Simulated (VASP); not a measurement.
# BN (Qingsongite) (F-43m) in VASP: a series of runs, part 2 of 2

VASP 6.6.1. The steps go on from the part before.

## 5. Single point, PBE

This run uses another cell than the first one, of 6.14 Å³/atom, 1.095 times its volume.

Contents of INCAR:

```
PREC     = Accurate       # precision mode
ENCUT    = 520            # plane-wave cutoff, eV
EDIFF    = 1E-6           # SCF threshold, eV
ISMEAR   = 0              # smearing method
SIGMA    = 0.01           # smearing width, eV
LREAL    = F              # projectors in reciprocal space
LASPH    = T              # aspherical terms in the spheres
NELM     = 60             # most SCF steps
ALGO     = Normal         # electronic algorithm
ISIF     = 2              # what is computed and relaxed
LWAVE    = F              # write WAVECAR
LCHARG   = F              # write CHGCAR
GGA      = PE             # functional
NBANDS   = 11             # bands
```

Contents of KPOINTS:

```
Automatic mesh
0
Gamma
  10 10 10
```

Contents of POSCAR:

```
BN
1.0
    0.0000000000      1.8312856224      1.8312856224
    1.8312856224      0.0000000000      1.8312856224
    1.8312856224      1.8312856224      0.0000000000
B N
1 1
Direct
    0.0000000000      0.0000000000      0.0000000000
    0.2500000000      0.2500000000      0.2500000000
```

Potentials or basis: VASP PAW PBE potentials, release 64 (B, N).

The run is started by

```sh
> cat potpaw_PBE.64/B/POTCAR potpaw_PBE.64/N/POTCAR > POTCAR
> mpirun -np 1 vasp_std > vasp.out
```

OUTCAR:

```text
PREC = Accurate
   ENCUT = 520
   EDIFF = 1E-6
   ISMEAR = 0
   LREAL = F
   LASPH = T
   NELM = 60
   ISIF = 2
   GGA = PE

 ion  position               nearest neighbor table
   1  0.000  0.000  0.000-   2 1.59   2 1.59   2 1.59   2 1.59
   2  0.250  0.250  0.250-   1 1.59   1 1.59   1 1.59   1 1.59

  LATTYP: Found a face centered cubic cell.
 ALAT       =     3.6625712448

  Lattice vectors:

 A1 = (   0.0000000000,   1.8312856224,   1.8312856224)
 A2 = (   1.8312856224,   0.0000000000,   1.8312856224)
 A3 = (   1.8312856224,   1.8312856224,   0.0000000000)

Analysis of symmetry for initial positions (statically):
=====================================================================
 Subroutine PRICEL returns:
 Original cell was already a primitive cell.

 Routine SETGRP: Setting up the symmetry group for a
 face centered cubic supercell.

 Subroutine GETGRP returns: Found 24 space group operations
 (whereof 24 operations were pure point group operations)
 out of a pool of 48 trial point group operations.

The static configuration has the point symmetry T_d .

Analysis of symmetry for dynamics (positions and initial velocities):
=====================================================================
 Subroutine PRICEL returns:
 Original cell was already a primitive cell.

 Routine SETGRP: Setting up the symmetry group for a
 face centered cubic supercell.

 Subroutine GETGRP returns: Found 24 space group operations
 (whereof 24 operations were pure point group operations)
 out of a pool of 48 trial point group operations.

The dynamic configuration has the point symmetry T_d .

 Subroutine INISYM returns: Found 24 space group operations
 (whereof 24 operations are pure point group operations),
 and found     1 'primitive' translations

----------------------------------------------------------------------------------------

                                     Primitive cell

  volume of cell :      12.2828

  direct lattice vectors                    reciprocal lattice vectors
     0.000000000  1.831285622  1.831285622    -0.273032232  0.273032232  0.273032232
[... 117 lines left out ...]
 non-spin polarized calculation
 Gauss-broadening in eV      SIGMA  =   0.01
  energy-cutoff  :      520.00
  volume of cell :       12.28
 maximum number of plane-waves:       342
   NGX =  9   NGY =  9   NGZ =  9

 number of electron       8.0000001 magnetization

 Free energy of the ion-electron system (eV)
  ---------------------------------------------------
  ext. energy  EPLUGINS =         0.00000000
  ---------------------------------------------------
  free energy    TOTEN  =       -17.43886573 eV

  energy without entropy =      -17.43886573  energy(sigma->0) =      -17.43886573

 E-fermi :   7.1171     XC(G=0): -12.6294

 val. band max:        6.9275851785   @ k =   0.0000   0.0000   0.0000
 cond. band min:      11.3441859856   @ k =   0.5000   0.5000   0.0000
 fundamental gap:      4.4166008070
 Fermi energy:         7.1170931550

 k-point     1 :       0.0000    0.0000    0.0000
  band No.  band energies     occupation
      1     -12.8640      2.00000
      2       6.9276      2.00000
      3       6.9276      2.00000
      4       6.9276      2.00000
      5      15.5609      0.00000
      6      15.5609      0.00000
      7      15.5609      0.00000
      8      16.6463      0.00000
      9      30.9507      0.00000
     10      34.2226      0.00000
     11      34.2226      0.00000
[... 309 lines left out ...]
 k-point    24 :       0.4000    0.3000    0.0000
  band No.  band energies     occupation
      1      -9.2289      2.00000
      2       0.3023      2.00000
      3       2.5848      2.00000
      4       3.0159      2.00000
      5      12.9155      0.00000
      6      17.3028      0.00000
      7      21.9031      0.00000
      8      22.0310      0.00000
      9      26.0514      0.00000
     10      33.2069      0.00000
     11      38.0799      0.00000

 [... further k-points ...]

------------------------ aborting loop because EDIFF is reached ----------------------------------------

  FORCE on cell =-STRESS in cart. coord.  units (eV):
  Direction    XX          YY          ZZ          XY          YZ          ZX
  --------------------------------------------------------------------------------------
  -------------------------------------------------------------------------------------
  Total       -0.8269969     -0.8269969     -0.8269969      0.0000000      0.0000000      0.0000000
  in kB     -107.8738612   -107.8738612   -107.8738612      0.0000000      0.0000000      0.0000000
  external PRESSURE =    -107.8738612 kB  Pullay stress =       0.0000000 kB

 VOLUME and BASIS-vectors are now :
 -----------------------------------------------------------------------------
  energy-cutoff  :      520.00
  volume of cell :       12.28
      direct lattice vectors                 reciprocal lattice vectors
     0.000000000  1.831285622  1.831285622    -0.273032232  0.273032232  0.273032232
     1.831285622  0.000000000  1.831285622     0.273032232 -0.273032232  0.273032232
     1.831285622  1.831285622  0.000000000     0.273032232  0.273032232 -0.273032232

 POSITION                                       TOTAL-FORCE (eV/Angst)
 -----------------------------------------------------------------------------------
      0.00000      0.00000      0.00000        -0.000000     -0.000000     -0.000000
      0.91564      0.91564      0.91564         0.000000      0.000000      0.000000
 -----------------------------------------------------------------------------------
    total drift:                                0.000000      0.000000      0.000000

  FREE ENERGIE OF THE ION-ELECTRON SYSTEM (eV)
  ---------------------------------------------------
  free  energy   TOTEN  =       -17.4388657253 eV

  energy  without entropy=      -17.4388657253  energy(sigma->0) =      -17.43886573
```

Wall time 8 s (1 thread of AMD EPYC 7R13, shared host); peak memory 0.09 GiB.

What came out:

* Free energy: -17.4389 eV
* Pressure: -10.8 GPa
* Band gap on the k mesh: 4.42 eV, indirect (least direct gap 8.63 eV)

## 6. Single point, PBE

This run uses another cell than the first one, of 6.32 Å³/atom, 1.126 times its volume.

Contents of INCAR:

```
ALGO = Normal
EDIFF = 1E-6
ENCUT = 520
GGA = PE
ISIF = 2
ISMEAR = 0
LASPH = T
LCHARG = T
LELF = T
LREAL = F
LVHAR = T
LWAVE = F
NBANDS = 11
NELM = 80
PREC = Accurate
SIGMA = 0.01
```

Contents of KPOINTS:

```
k-points
0
Gamma
  10 10 10
```

Contents of POSCAR:

```
BN
1.0
    0.0000000000      1.8487274876      1.8487274876
    1.8487274876      0.0000000000      1.8487274876
    1.8487274876      1.8487274876      0.0000000000
B N
1 1
Direct
    0.0000000000      0.0000000000      0.0000000000
    0.2500000000      0.2500000000      0.2500000000
```

Potentials or basis: VASP PAW PBE potentials, release 64 (B, N).

The run is started by

```sh
> cat potpaw_PBE.64/B/POTCAR potpaw_PBE.64/N/POTCAR > POTCAR
> mpirun -np 1 vasp_std > vasp.out
```

Run time: 8.7 s. Hardware: 1 thread of AMD EPYC 7R13, shared host; peak memory 0.09 GiB.

It converged, with:

| Quantity | Value |
| --- | --- |
| Free energy | -17.4054 eV |
| Pressure | -19.8 GPa |
| Band gap on the k mesh | 4.38 eV, indirect (least direct gap 8.50 eV) |

Levels at points of the mesh, in eV from the valence-band top:
```csv
k point,band 2,band 3,band 4,band 5,band 6,band 7
"(0.00, 0.00, 0.00)",0.00,0.00,0.00,8.50,8.50,8.50
"(0.50, 0.00, 0.00)",-10.09,-1.82,-1.82,9.28,10.33,10.33
"(0.50, 0.50, 0.00)",-8.49,-4.58,-4.58,4.38,8.85,16.90
```

## 7. The runs side by side

```tsv
cell	gap on the mesh (eV)	pressure (GPa)
a = 2.513 Å, angles 60.0°, 2 atoms	4.51	25.0
a = 2.539 Å, angles 60.0°, 2 atoms	4.48	11.4
a = 2.565 Å, angles 60.0°, 2 atoms	4.45	-0.5
a = 2.590 Å, angles 60.0°, 2 atoms	4.42	-10.8
a = 2.614 Å, angles 60.0°, 2 atoms	4.38	-19.8
```

Alike in all rows: task single point; level PBE; potentials or basis VASP PAW PBE potentials, release 64 (B, N); no spin polarisation; k mesh 10 × 10 × 10; cutoff (eV) 520; smearing gaussian 0.01 eV.

Total energies depend on the potentials used, so only differences within one code and one set of settings carry meaning.

## 8. Against experiment

Step 4. Measured gap of BN: 6.4 eV (indirect; 300 K; a printed reference work, monograph). This calculation gives 4.45 eV (-1.95 eV). The value is that of PBE on a finite k mesh, which can miss the band edges, without temperature or zero-point motion. Semilocal functionals fall short of measured gaps as a rule.
